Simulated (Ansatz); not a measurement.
Space group Fm-3m (No. 225). a = 5.095 Å, b = 5.095 Å, c = 5.095 Å, α = 90.00°, β = 90.00°, γ = 90.00°
```
atom site symmetry x y z
  Mn    4a m-3m  0.0000  0.0000  0.0000
   S    4b m-3m  0.5000  0.0000  0.0000
```

Equation of state of this MnS structure (not necessarily the ground state), with shape and atoms relaxed at each volume where symmetry leaves them free. It has no gap at any of these volumes. Level of theory: Ansatz, DFT PBE, scalar-relativistic, plane waves, PAW.

Cutoff 420 eV; k points 14×14×14 on the computed 2-atom cell (Γ-centred); Gaussian smearing, width 0.10 eV; collinear spin.

```tsv
V (Å³/atom)	E − E(largest V) (meV/atom)	P (GPa)
15.543	4.05	4.35
16.039	-6.55	2.19
16.535	-9.72	-0.03
17.031	-6.91	-1.59
17.527	0.00	-2.81
```

**Question.** Fit a third-order Birch–Murnaghan equation to E(V).

**Answer.** V0 = 16.53 Å³/atom, B0 = 62 GPa, B0' = 8.5.

The cell holds one magnetic atom, so it can only be ferromagnetic; an antiferromagnetic order may lie lower.